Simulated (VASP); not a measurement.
Set up this calculation in VASP 6.6.1, as the native input.

| Item | Value |
| --- | --- |
| Task | relaxation of cell and atoms |
| Functional | PBE |
| Potentials or basis | VASP PAW PBE potentials, release 64 (Si, W_sv) |
| Cutoff | 520 eV |
| k mesh | 18 × 18 × 18 |
| Occupations | gaussian, width 0.1 eV |
| Spin | collinear spin, ferromagnetic start |
| Starting moments | [0, 0, 1] μB |
| Further INCAR settings | ALGO = Fast; EDIFF = 1e-07; IBRION = 2; EDIFFG = -0.002; NSW = 80; ISIF = 3 |

The structure of Si2W lies in POSCAR:

```
Si2W
1.0
   -1.6069000000      1.6069000000      3.9149500000
    1.6069000000     -1.6069000000      3.9149500000
    1.6069000000      1.6069000000     -3.9149500000
Si W
2 1
Direct
    0.3347000000      0.3347000000      0.0000000000
    0.6653000000      0.6653000000      0.0000000000
    0.0000000000      0.0000000000      0.0000000000
```

One way to write it, as run:

INCAR

```
PREC = Accurate
ENCUT = 520
EDIFF = 1E-7
ISMEAR = 0
SIGMA = 0.1
LREAL = F
LASPH = T
NELM = 150
ALGO = Fast
ISIF = 3
LWAVE = F
LCHARG = F
ISPIN = 2
MAGMOM = 0 0 1
LORBIT = 11
LMAXMIX = 4
GGA = PE
IBRION = 2
NSW = 80
EDIFFG = -0.002
```

KPOINTS

```
regular mesh
0
Gamma
  18 18 18
```

Potentials or basis: VASP PAW PBE potentials, release 64 (Si, W_sv).

Run with:

```console
$ cat potpaw_PBE.64/Si/POTCAR potpaw_PBE.64/W_sv/POTCAR > POTCAR
$ mpirun -np 1 vasp_std > vasp.out
```

Results of the run:

```yaml
Relaxed_volume: 13.68 Å³/atom
Relaxed_cell: a = 4.549 Å, b = 4.549 Å, c = 4.549 Å, α = 138.41°, β = 138.41°, γ = 60.27°
Space_group_after_relaxing_to_0.05_Å: I4/mmm (No. 139)
Energy_gained_by_relaxing: 2.1 meV/atom
Ionic_steps: 10
Pressure_after_relaxing: 0.0 GPa
Band_gap_on_the_k_mesh: none (metal or under the smearing width)
Net_moment: 0.00 μB per cell
Valence_electrons_inside_the_program's_atomic_spheres: Si 1.62; W 12.18
```

Run time: 31 min on 1 thread of Intel(R) Xeon(R) 6975P-C (Granite Rapids) (shared host), peak memory 0.65 GiB.
